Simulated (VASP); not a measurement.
Here is a VASP 6.6.1 calculation.

The input INCAR:

```
  PREC = Accurate
  ENCUT = 520
  EDIFF = 1E-6
  ISMEAR = 0
  SIGMA = 0.01
  LREAL = F
  LASPH = T
  NELM = 100
  ALGO = Normal
  ISIF = 2
  LWAVE = F
  LCHARG = F
  GGA = PE
  NBANDS = 16
```

KPOINTS

```
Automatic mesh
0
Gamma
  3 3 3
```

File POSCAR:

```
CuI
1.0
    0.0000000000      3.0315000000      3.0315000000
    3.0315000000      0.0000000000      3.0315000000
    3.0315000000      3.0315000000      0.0000000000
Cu I
1 1
Direct
    0.2500000000      0.2500000000      0.2500000000
    0.0000000000      0.0000000000      0.0000000000
```

Potentials or basis: VASP PAW PBE potentials, release 64 (Cu, I).

The run is started by

```bash
$ cat potpaw_PBE.64/Cu/POTCAR potpaw_PBE.64/I/POTCAR > POTCAR
$ mpirun -np 1 vasp_std > vasp.out
```

(1) Predict the pressure.

(2) Predict the band gap on the k mesh.

Answers

(1) 1.4 GPa.

(2) 1.14 eV, direct.

Caveat: the k mesh is coarse (spacing up to 0.60 Å⁻¹), so the values aren't converged; spin-orbit coupling is left out, which moves the levels of the heavy elements.
